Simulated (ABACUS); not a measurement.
Crystal: LiCl.

```
Cl Li
1.0
     0.00000    2.56477    2.56477
     2.56477    0.00000    2.56477
     2.56477    2.56477    0.00000
Cl Li
1 1
Cartesian
  2.5648 2.5648 2.5648
  0.0000 0.0000 0.0000
```

Program: ABACUS 3.10.1. Alike in all runs: task single point; no spin polarisation; cell as given; k mesh 7 × 7 × 7; smearing fermi-dirac 0.05 eV.

Task: Order these runs on this cell by their pressure, lowest first.
A. level revPBE; potentials or basis GBRV ultrasoft 1.5 PBE, plane waves; cutoff (eV) 544
B. level LDA; potentials or basis PseudoDojo NC SR 0.4.1 LDA standard, plane waves; cutoff (eV) 1007
C. level PBE; potentials or basis PseudoDojo NC SR 0.5 PBE stringent, plane waves; cutoff (eV) 1320

Result: B (-3.3 GPa), C (0.4 GPa), A (2.1 GPa).

Caveats: the potentials were made for another functional, which shifts forces and pressure (some runs).

Not every run made on this cell is shown here.
